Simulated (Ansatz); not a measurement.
Input and command of a plane-wave DFT calculation in Ansatz:

```yaml
crystal:
  lattice:
    - [-4.8057071671, 0.0, 0.0]
    - [-2.4028535835, -4.1618644899, 0.0]
    - [0.0, 0.0, 15.1946946197]
  atoms:
    - { symbol: Ta, position: [0.5, 1.0, 0.0723790655] }
    - { symbol: Ta, position: [0.5, 1.0, 0.5065666207] }
    - { symbol: Ta, position: [0.0, 0.5, 0.2171082505] }
    - { symbol: Ta, position: [0.0, 0.5, 0.6512958058] }
    - { symbol: Ta, position: [0.5, 0.5, 0.7960249909] }
    - { symbol: Ta, position: [0.5, 0.5, 0.3618374356] }
    - { symbol: Si, position: [0.1589210529, 0.6821578943, 0.0723790655] }
    - { symbol: Si, position: [0.1589210529, 0.6821578943, 0.5065666207] }
    - { symbol: Si, position: [0.3178421057, 0.8410789471, 0.2171082505] }
    - { symbol: Si, position: [0.3178421057, 0.8410789471, 0.6512958058] }
    - { symbol: Si, position: [0.1589210529, 0.1589210529, 0.7960249909] }
    - { symbol: Si, position: [0.1589210529, 0.1589210529, 0.3618374356] }
    - { symbol: Si, position: [0.8410789471, 0.3178421057, 0.0723790655] }
    - { symbol: Si, position: [0.8410789471, 0.3178421057, 0.5065666207] }
    - { symbol: Si, position: [0.6821578943, 0.1589210529, 0.2171082505] }
    - { symbol: Si, position: [0.6821578943, 0.1589210529, 0.6512958058] }
    - { symbol: Si, position: [0.8410789471, 0.8410789471, 0.7960249909] }
    - { symbol: Si, position: [0.8410789471, 0.8410789471, 0.3618374356] }
basis:
  ecutwfc: 420
kpoints:
  mp_grid: { grid: [9, 9, 3] }
hamiltonian:
  xc: pbe
scf:
  occupations: { method: gaussian, width: 0.15 }
output:
  forces: true
  stress: true
  eigenvalues: true
  write_density: true
  write_potential: true
  elf: true
  volumetric_format: npy
```

```bash
ansatz run input.yaml --threads 2 --pin off --max-ram 5120MiB --backend cpu --events-out ev --progress --plain --runs-dir out
```

Processor: AMD EPYC 7R32 (Zen 2), 2 threads, on a host shared with other jobs.

Question: How long does it run, and how much memory does it take?

Answer: About 88 s on 2 threads of AMD EPYC 7R32 (Zen 2), on a shared host, peak memory 1.2 GiB. It solves 81 bands at 50 k points (the mesh reduced by symmetry) with about 5883 plane waves, in 9 SCF iterations.
